## Why the PBEsol cell is the stiffer one

The stiffness of a crystal under uniform pressure is B = −V dP/dV, where V is the volume per atom and P the pressure. Suppose that a change of functional only slides the pressure curve sideways, towards smaller volumes. The slope dP/dV at zero pressure then stays the same, B shrinks in proportion to V, and the smaller cell is the softer one. Suppose instead that the change lowers the whole curve by a fixed pressure. Each volume then keeps its own B, and the smaller cell is the stiffer one, because it sits on a steeper part of the curve.

Simple cubic Hf, computed with Ansatz 0.2.0 (DFT, plane-wave PAW, scalar-relativistic, no spin polarisation, cutoff 420 eV, k mesh 12×12×12, Fermi-Dirac smearing 0.1 eV). The cell relaxed with each functional is scaled uniformly in volume; scale 1 is 25.42 Å³ an atom for revPBE, 25.65 Å³ for RPBE and 23.53 Å³ for PBEsol. Pressure is positive in compression.

```tsv
volume scale	pressure, revPBE (GPa)	pressure, RPBE (GPa)	pressure, PBEsol (GPa)
0.88	11.36	11.17	13.04
0.92	6.92	6.80	7.98
0.96	3.21	3.14	3.79
1	0.08	0.07	0.28
1.04	-2.54	-2.51	-2.68
1.08	-4.72	-4.66	-5.17
1.12	-6.55	-6.45	-7.27
```

### The tempting explanation

Between scales 0.96 and 1.04 the PBEsol pressure falls by 3.79 + 2.68 ≈ 6.5 GPa, and the revPBE pressure by only 3.21 + 2.54 ≈ 5.8 GPa. The obvious reading is that PBEsol makes the bonds between hafnium atoms stiffer. However, each functional is scaled from its own cell, so equal scale does not mean equal volume. A fair test of the bonds compares the functionals at one and the same distance between atoms.

Two entries allow this. The revPBE cell at scale 1 and the PBEsol cell at scale 1.08 are the same cube, with an edge of 2.94 Å. The stiffness of each follows from the pressures one step above and one step below:

revPBE: B ≈ 1.00 × [3.21 − (−2.54)] / 0.08 ≈ 72 GPa

PBEsol: B ≈ 1.08 × [−2.68 − (−7.27)] / 0.08 ≈ 62 GPa

The leading factor is the scale itself, since B measures the pressure change per relative change of volume. In the same cube PBEsol is the softer functional, by about 10 GPa. The explanation by stiffer bonds therefore fails, and the greater stiffness of PBEsol must come from its smaller cell.

### Two ways to shift a curve

To compare the cells at rest, a smooth curve was drawn through the seven pressures of each functional. It is the third-order Birch–Murnaghan form, a least-squares sum of terms in V^(−5/3), V^(−7/3) and V^(−3), and it misses the pressures by about 0.01 GPa (root mean square). The two entries worked above belong to the points used, and the curves reproduce their stiffnesses to about 1 GPa. The curves serve only to read off stiffnesses and pressures between the computed points.

At zero pressure the PBEsol cell is 7% smaller than the revPBE cell. Its stiffness is 80 GPa, against 71 GPa for revPBE. These values refer to zero pressure at the stated smearing and not to scale 1, because the PBEsol cell at scale 1 is still slightly compressed, at 0.28 GPa.

The two shifts can now be judged. Sliding the revPBE curve sideways to the PBEsol volume predicts 66 GPa, which is too soft. Lowering it by a fixed pressure predicts 91 GPa, which is too stiff. The computed 80 GPa lies about midway, so neither shift describes the change of functional, although the second at least gets the direction right.

### What the fixed pressure leaves out

The limit of widely separated atoms shows what is wrong with a fixed pressure. Far apart, the atoms no longer push or pull on each other, and the pressure goes to zero with every functional. Any difference in pressure between two functionals must therefore die out on expansion. The open question is whether it already fades near the equilibrium volume.

It does. At 22.6 Å³ an atom revPBE pushes outwards with 6.5 GPa more than PBEsol; at 26.4 Å³ the excess has dropped to 4.9 GPa. An outward pressure that weakens as the cell grows, and strengthens as it shrinks, is itself a resistance to compression. This is why revPBE is the stiffer functional at equal volume.

The whole difference can be followed in two steps. Start from the revPBE cell at rest and squeeze it to the PBEsol volume: the stiffness rises by about 20 GPa, since the repulsion between atoms grows steeply as they approach. Then exchange revPBE for PBEsol at that fixed volume: the fading excess pressure is gone, and the stiffness drops by about 11 GPa. The net gain is the 9 GPa by which PBEsol comes out stiffer.

### Where the excess pressure comes from

The table shows the excess pressure but not its origin, which has to be argued from the way the functionals are built, since no electron density was examined. The exchange energy of revPBE and RPBE favours regions where the density varies rapidly compared with its own size, and it does so more strongly than that of PBEsol. The outer part of an atom, where its electron density falls off, is such a region. Compression makes neighbouring atoms overlap there and evens the density out, so part of the energy gain is lost, and the crystal resists that loss by pushing outwards. Once the atoms are far apart they hardly overlap, so a small change of distance costs almost none of this gain, and the push fades.

RPBE behaves as this argument suggests. Its stiffness is about 70 GPa in its own cell and about 92 GPa at the PBEsol volume, both within about 1 GPa of revPBE. Since the two functionals are close relatives, this repeats the result more than it tests the cause. PBEsol also differs from both in its correlation energy, and all three share atomic datasets made for PBE. Either may contribute to the excess pressure, by an amount that is untested.

The same two steps serve for another pair of functionals. First ask which one gives the smaller cell, and how steeply the stiffness rises on the way there. Then ask how quickly the pressure difference fades on expansion, and subtract that part. The smaller cell is the stiffer one as long as the first effect outweighs the second, as it does here.

For practical use, a computed stiffness belongs to the volume at which it was obtained. PBEsol gives 80 GPa in its own cell but only 61 GPa at the zero-pressure volume of revPBE, so computing the stiffness with one functional in the cell of another can mislead by more than the choice of functional itself. The values describe hafnium held in a simple cubic lattice, which may not be stable; under ordinary conditions the metal is hexagonal close-packed.
